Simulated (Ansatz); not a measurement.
# GaP: the cost of one run

Computed with Ansatz 0.2.0 (DFT PBE, scalar-relativistic, plane waves, PAW, unless a step's input says otherwise).

**1. The system as given**

Symmetry: F-43m, No. 216, cubic system. The conventional cell has a = 5.451 Å, b = 5.451 Å, c = 5.451 Å, α = 90.00°, β = 90.00°, γ = 90.00°. Ga (site symmetry -43m) has 4 P at 2.36 Å as nearest neighbours. Around P (site symmetry -43m) lie 4 Ga at 2.36 Å.

As a file:

```cif
data_structure
_symmetry_space_group_name_H-M 'F-43m'
_symmetry_Int_Tables_number 216
_cell_length_a 5.4505
_cell_length_b 5.4505
_cell_length_c 5.4505
_cell_angle_alpha 90.000
_cell_angle_beta 90.000
_cell_angle_gamma 90.000
_cell_volume 161.92
loop_
_atom_site_label
_atom_site_type_symbol
_atom_site_symmetry_multiplicity
_atom_site_Wyckoff_symbol
_atom_site_fract_x
_atom_site_fract_y
_atom_site_fract_z
_atom_site_occupancy
Ga1 Ga 4 a 0.00000 0.00000 0.00000 1
P1 P 4 c 0.25000 0.75000 0.75000 1
```

The runs take a perfect supercell of 54 atoms; the defect goes to fractional position (0.000, 0.000, 0.000).

**2. The perfect supercell**

File input.yaml:

```yaml
crystal:
  lattice:
    - [0.0, 8.17575, 8.17575]
    - [8.17575, 0.0, 8.17575]
    - [8.17575, 8.17575, 0.0]
  atoms:
    - { symbol: Ga, position: [0.0, 0.0, 0.0] }
    - { symbol: Ga, position: [0.0, 0.0, 0.333333] }
    - { symbol: Ga, position: [0.0, 0.0, 0.666667] }
    - { symbol: Ga, position: [0.0, 0.333333, 0.0] }
    - { symbol: Ga, position: [0.0, 0.333333, 0.333333] }
    - { symbol: Ga, position: [0.0, 0.333333, 0.666667] }
    - { symbol: Ga, position: [0.0, 0.666667, 0.0] }
    - { symbol: Ga, position: [0.0, 0.666667, 0.333333] }
    - { symbol: Ga, position: [0.0, 0.666667, 0.666667] }
    - { symbol: Ga, position: [0.333333, 0.0, 0.0] }
    - { symbol: Ga, position: [0.333333, 0.0, 0.333333] }
    - { symbol: Ga, position: [0.333333, 0.0, 0.666667] }
    - { symbol: Ga, position: [0.333333, 0.333333, 0.0] }
    - { symbol: Ga, position: [0.333333, 0.333333, 0.333333] }
    - { symbol: Ga, position: [0.333333, 0.333333, 0.666667] }
    - { symbol: Ga, position: [0.333333, 0.666667, 0.0] }
    - { symbol: Ga, position: [0.333333, 0.666667, 0.333333] }
    - { symbol: Ga, position: [0.333333, 0.666667, 0.666667] }
    - { symbol: Ga, position: [0.666667, 0.0, 0.0] }
    - { symbol: Ga, position: [0.666667, 0.0, 0.333333] }
    - { symbol: Ga, position: [0.666667, 0.0, 0.666667] }
    - { symbol: Ga, position: [0.666667, 0.333333, 0.0] }
    - { symbol: Ga, position: [0.666667, 0.333333, 0.333333] }
    - { symbol: Ga, position: [0.666667, 0.333333, 0.666667] }
    - { symbol: Ga, position: [0.666667, 0.666667, 0.0] }
    - { symbol: Ga, position: [0.666667, 0.666667, 0.333333] }
    - { symbol: Ga, position: [0.666667, 0.666667, 0.666667] }
    - { symbol: P, position: [0.083333, 0.083333, 0.083333] }
    - { symbol: P, position: [0.083333, 0.083333, 0.416667] }
    - { symbol: P, position: [0.083333, 0.083333, 0.75] }
    - { symbol: P, position: [0.083333, 0.416667, 0.083333] }
    - { symbol: P, position: [0.083333, 0.416667, 0.416667] }
    - { symbol: P, position: [0.083333, 0.416667, 0.75] }
    - { symbol: P, position: [0.083333, 0.75, 0.083333] }
    - { symbol: P, position: [0.083333, 0.75, 0.416667] }
    - { symbol: P, position: [0.083333, 0.75, 0.75] }
    - { symbol: P, position: [0.416667, 0.083333, 0.083333] }
    - { symbol: P, position: [0.416667, 0.083333, 0.416667] }
    - { symbol: P, position: [0.416667, 0.083333, 0.75] }
    - { symbol: P, position: [0.416667, 0.416667, 0.083333] }
    - { symbol: P, position: [0.416667, 0.416667, 0.416667] }
    - { symbol: P, position: [0.416667, 0.416667, 0.75] }
    - { symbol: P, position: [0.416667, 0.75, 0.083333] }
    - { symbol: P, position: [0.416667, 0.75, 0.416667] }
    - { symbol: P, position: [0.416667, 0.75, 0.75] }
    - { symbol: P, position: [0.75, 0.083333, 0.083333] }
    - { symbol: P, position: [0.75, 0.083333, 0.416667] }
    - { symbol: P, position: [0.75, 0.083333, 0.75] }
    - { symbol: P, position: [0.75, 0.416667, 0.083333] }
    - { symbol: P, position: [0.75, 0.416667, 0.416667] }
    - { symbol: P, position: [0.75, 0.416667, 0.75] }
    - { symbol: P, position: [0.75, 0.75, 0.083333] }
    - { symbol: P, position: [0.75, 0.75, 0.416667] }
    - { symbol: P, position: [0.75, 0.75, 0.75] }
basis:
  ecutwfc: 420
  fft_grid_basis: typed
kpoints:
  mp_grid: { grid: [1, 1, 1] }
hamiltonian:
  xc: pbe
  pseudopotentials: { kind: paw }
scf:
  occupations: { method: gaussian, width: 0.05 }
output:
  forces: true
  stress: false
  eigenvalues: true
  bader: false
  write_density: true
  volumetric_format: npy
```

Run with:

```console
$ ansatz run input.yaml --threads 8 --pin off --max-ram 16384MiB --backend cpu --events-out ev --progress --plain --runs-dir out
```

What time and memory should one allow on 8 threads of Intel Xeon Platinum 8259CL at 2.50GHz (Skylake/Cascade Lake), shared host?

About 3.9 s, with a peak of 1.4 GiB.
